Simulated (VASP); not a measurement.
# Ag (Fm-3m) in VASP: a series of runs

Runs on Ag. Level: PBE. Tasks: single point.

All numbers are computed with VASP 6.6.1; they aren't measurements. Logs are shortened: lines on timing, memory, paths and dates and some standing lists are left out, and cuts for length are marked.

## Step 1: Starting point

The structure is cubic, space group Fm-3m (No. 225). Conventional cell: a = 4.085 Å, b = 4.085 Å, c = 4.085 Å, α = 90.00°, β = 90.00°, γ = 90.00°. Around Ag (site symmetry m-3m) lie 12 Ag at 2.89 Å.

## Step 2: Single point, PBE

INCAR

```
SYSTEM = Ag
  PREC = Accurate
  ENCUT = 300
  EDIFF = 1E-7
  ISMEAR = 0
  SIGMA = 0.1
  LREAL = .False.
  LASPH = .True.
  NELM = 100
  ALGO = Fast
  ISIF = 2
  LWAVE = .False.
  LCHARG = .False.
  GGA = PE
  NBANDS = 12
```

KPOINTS

```
regular mesh
0
Gamma
  12 12 12
  0 0 0
```

POSCAR

```
Ag
1.0
    0.0000000000      2.0427500000      2.0427500000
    2.0427500000      0.0000000000      2.0427500000
    2.0427500000      2.0427500000      0.0000000000
Ag
1
Direct
    0.0000000000      0.0000000000      0.0000000000
```

Potentials or basis: VASP PAW PBE potentials, release 64 (Ag).

The run is started by

```bash
$ cat potpaw_PBE.64/Ag/POTCAR > POTCAR
$ mpirun -np 1 vasp_std > vasp.out
```

OUTCAR:

```text
SYSTEM = Ag
   PREC = Accurate
   ENCUT = 300
   EDIFF = 1E-7
   ISMEAR = 0
   LREAL = .False.
   LASPH = .True.
   NELM = 100
   ISIF = 2
   GGA = PE

 ion  position               nearest neighbor table
   1  0.000  0.000  0.000-

  LATTYP: Found a face centered cubic cell.
 ALAT       =     4.0855000000

  Lattice vectors:

 A1 = (   0.0000000000,   2.0427500000,   2.0427500000)
 A2 = (   2.0427500000,   0.0000000000,   2.0427500000)
 A3 = (   2.0427500000,   2.0427500000,   0.0000000000)

Analysis of symmetry for initial positions (statically):
=====================================================================
 Subroutine PRICEL returns:
 Original cell was already a primitive cell.

 Routine SETGRP: Setting up the symmetry group for a
 face centered cubic supercell.

 Subroutine GETGRP returns: Found 48 space group operations
 (whereof 48 operations were pure point group operations)
 out of a pool of 48 trial point group operations.

The static configuration has the point symmetry O_h .

Analysis of symmetry for dynamics (positions and initial velocities):
=====================================================================
 Subroutine PRICEL returns:
 Original cell was already a primitive cell.

 Routine SETGRP: Setting up the symmetry group for a
 face centered cubic supercell.

 Subroutine GETGRP returns: Found 48 space group operations
 (whereof 48 operations were pure point group operations)
 out of a pool of 48 trial point group operations.

The dynamic configuration has the point symmetry O_h .

 Subroutine INISYM returns: Found 48 space group operations
 (whereof 48 operations are pure point group operations),
 and found     1 'primitive' translations

----------------------------------------------------------------------------------------

                                     Primitive cell

  volume of cell :      17.0481

  direct lattice vectors                    reciprocal lattice vectors
     0.000000000  2.042750000  2.042750000    -0.244768082  0.244768082  0.244768082
     2.042750000  0.000000000  2.042750000     0.244768082 -0.244768082  0.244768082
     2.042750000  2.042750000  0.000000000     0.244768082  0.244768082 -0.244768082

  length of vectors
     2.888884755  2.888884755  2.888884755     0.423950755  0.423950755  0.423950755

  position of ions in fractional coordinates (direct lattice)
     0.000000000  0.000000000  0.000000000

[... 83 lines left out ...]
   POTIM  = 0.5000    time-step for ionic-motion
   TEBEG  =    0.0;   TEEND  =   0.0 temperature during run
   PSTRESS=    0.0 pullay stress
   NELECT =      11.0000    total number of electrons
   NUPDOWN=      -1.0000    fix difference up-down
   EMIN   =  10.00;   EMAX   =-10.00  energy-range for DOS
   EFERMI =   0.00;   METHOD = LEGACY
   ISMEAR =     0;   SIGMA  =   0.10  broadening in eV -4-tet -1-fermi 0-gaus
   EFERMI_NEDOS =   21; number of points for ismear=-14 and -15
   IALGO  =     68    algorithm
   IMIX   =      4    mixing-type and parameters
     AMIX     =   0.40;   BMIX     =  1.00
     AMIX_MAG =   1.60;   BMIX_MAG =  1.00
  volume/ion in A,a.u.               =      17.05       115.05
  Fermi-wavevector in a.u.,A,eV,Ry     =   1.414644  2.673290 27.228221  2.001218
  Thomas-Fermi vector in A             =   2.536165
   LORBIT       =      0    0 simple, 1 ext, 2 COOP (PROOUT), +10 PAW based schemes
   GGA     = PE    functional components
   LHFCALC =     F    Hartree Fock is set to
   AEXX    =    0.0000 exact exchange contribution
   IVDW    =     0    specifies the selected vdW correction
   LEPSILON=     F    determine dielectric tensor
   LRPA    =     F    only Hartree local field effects (RPA)
 non-spin polarized calculation
 RMM-DIIS sequential band-by-band and
 Gauss-broadening in eV      SIGMA  =   0.10
  energy-cutoff  :      300.00
  volume of cell :       17.05
 maximum number of plane-waves:       212
   NGX =  9   NGY =  9   NGZ =  9

 number of electron      11.0000016 magnetization

 Free energy of the ion-electron system (eV)
  ---------------------------------------------------
  ext. energy  EPLUGINS =         0.00000000
  ---------------------------------------------------
  free energy    TOTEN  =        -2.71077895 eV

  energy without entropy =       -2.70896902  energy(sigma->0) =       -2.70987398

 E-fermi :   8.3843     XC(G=0): -12.2109

 val. band max:        8.2419901762   @ k =   0.5000   0.3333   0.1667
 cond. band min:       8.4188847100   @ k =   0.5000   0.0833   0.0000
 fundamental gap:      0.1768945338
 Fermi energy:         8.3842732747

 k-point     1 :       0.0000    0.0000    0.0000
  band No.  band energies     occupation
      1       0.6607      2.00000
      2       3.6407      2.00000
      3       3.6407      2.00000
      4       3.6407      2.00000
      5       4.6761      2.00000
      6       4.6761      2.00000
      7      24.4617      0.00000
      8      28.0367      0.00000
      9      28.0367      0.00000
     10      28.0367      0.00000
     11      32.8445      0.00000
     12      34.0138      0.00000
[... 331 lines left out ...]
 k-point    24 :      -0.4167    0.1667    0.0000
  band No.  band energies     occupation
      1       2.4807      2.00000
      2       3.3795      2.00000
      3       3.9832      2.00000
      4       4.4499      2.00000
      5       5.3347      2.00000
      6       9.6018      0.00000
      7      12.5275      0.00000
      8      21.1838      0.00000
      9      24.7494      0.00000
     10      24.8082      0.00000
     11      32.8600      0.00000
     12      33.1015      0.00000

 [... further k-points ...]

------------------------ aborting loop because EDIFF is reached ----------------------------------------

  FORCE on cell =-STRESS in cart. coord.  units (eV):
  Direction    XX          YY          ZZ          XY          YZ          ZX
  --------------------------------------------------------------------------------------
  -------------------------------------------------------------------------------------
  Total        0.4926169      0.4926169      0.4926169     -0.0000000     -0.0000000      0.0000000
  in kB       46.2960853     46.2960853     46.2960853     -0.0000000     -0.0000000      0.0000000
  external PRESSURE =      46.2960853 kB  Pullay stress =       0.0000000 kB

 VOLUME and BASIS-vectors are now :
 -----------------------------------------------------------------------------
  energy-cutoff  :      300.00
  volume of cell :       17.05
      direct lattice vectors                 reciprocal lattice vectors
     0.000000000  2.042750000  2.042750000    -0.244768082  0.244768082  0.244768082
     2.042750000  0.000000000  2.042750000     0.244768082 -0.244768082  0.244768082
     2.042750000  2.042750000  0.000000000     0.244768082  0.244768082 -0.244768082

 POSITION                                       TOTAL-FORCE (eV/Angst)
 -----------------------------------------------------------------------------------
      0.00000      0.00000      0.00000         0.000000     -0.000000     -0.000000
 -----------------------------------------------------------------------------------
    total drift:                                0.000000      0.000000      0.000000

  FREE ENERGIE OF THE ION-ELECTRON SYSTEM (eV)
  ---------------------------------------------------
  free  energy   TOTEN  =        -2.7107789477 eV

  energy  without entropy=       -2.7089690208  energy(sigma->0) =       -2.70987398
```

Run time: 2.4 s. Hardware: 1 thread of Intel Xeon 6975P-C (Granite Rapids), shared host; peak memory 0.11 GiB.

What came out:

```
Free energy            : -2.7108 eV
Pressure               : 4.6 GPa
Band gap on the k mesh : none (metal or under the smearing width)
```

Caveat: the cutoff is under 1.25 times the usual one of these potentials, so pressure, stress and relaxed cells hold a basis-set (Pulay) error.

## Step 3: Single point, PBE

INCAR, as its differences from that of step 2:

```diff
@@ -2,3 +2,3 @@
   PREC = Accurate
-  ENCUT = 300
+  ENCUT = 350
   EDIFF = 1E-7
```

KPOINTS is that of step 2.

POSCAR is that of step 2.

Potentials or basis: VASP PAW PBE potentials, release 64 (Ag).

The run is started by

```bash
$ cat potpaw_PBE.64/Ag/POTCAR > POTCAR
$ mpirun -np 1 vasp_std > vasp.out
```

Wall time 3.9 s (1 thread of Intel Xeon 6975P-C (Granite Rapids), shared host); peak memory 0.12 GiB.

It converged, with:

| Item | Value |
| --- | --- |
| Free energy | -2.7039 eV |
| Pressure | 3.9 GPa |
| Band gap on the k mesh | none (metal or under the smearing width) |

Levels at points of the mesh, in eV from the Fermi level:
| k point | band 3 | band 4 | band 5 | band 6 | band 7 | band 8 | band 9 | band 10 |
| --- | --- | --- | --- | --- | --- | --- | --- | --- |
| (0.00, 0.00, 0.00) | -4.75 | -4.75 | -3.72 | -3.72 | 16.08 | 19.65 | 19.65 | 19.65 |
| (0.50, 0.00, 0.00) | -4.77 | -2.92 | -2.92 | -0.35 | 3.66 | 15.31 | 17.92 | 17.92 |
| (0.50, 0.50, 0.00) | -2.95 | -2.71 | -2.71 | 1.66 | 6.79 | 10.71 | 10.71 | 17.24 |

[end of part 1 of 2]
